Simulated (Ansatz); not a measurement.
# BN: pressure against volume

BN, F-43m, a = 3.610 Å. The compound has several low-lying forms, and this is one of them. Ansatz: r2SCAN, PAW, 500 eV, Γ-centred 12×12×12 mesh on 2 atoms, Gaussian smearing 0.02 eV; no spin polarisation. Symmetry fixes shape and atoms, so the cell is only scaled; pressure is positive in compression.

| V (Å³/atom) | P (GPa) |
| --- | --- |
| 5.526 | 27.18 |
| 5.703 | ? |
| 5.879 | 0.04 |
| 6.055 | -10.94 |
| 6.232 | -20.49 |

Task: Take V0 = 5.879 Å³/atom, count pressures from its P0 = 0.04 GPa, fit the third-order Birch–Murnaghan form to the other rows, and predict the missing pressure.

Result: With the Eulerian strain f = ½[(V0/V)^(2/3) − 1] and y = (P − P0)/[3f(1 + 2f)^(5/2)], the form is the line y = B0 + 1.5 B0 (B0′ − 4) f. Rows (f, y): 0.02107, 387.3; -0.00974, 394.7; -0.01906, 395.7. Means f = -0.002577, y = 392.57; Σ(Δf)² = 0.0008822, ΣΔfΔy = -0.1915; the slope is their ratio. y = 392.0 − 217.0 f GPa, so B0 = 392.0 GPa and B0′ = 4 + 2 × (-217.0)/(3 × 392.0) = 3.63. At V = 5.703, f = 0.01023, y = 389.78 and P = 12.62 GPa. The run gave 12.66 GPa, so the fit is 0.04 GPa too low, a small miss on the scale of the series.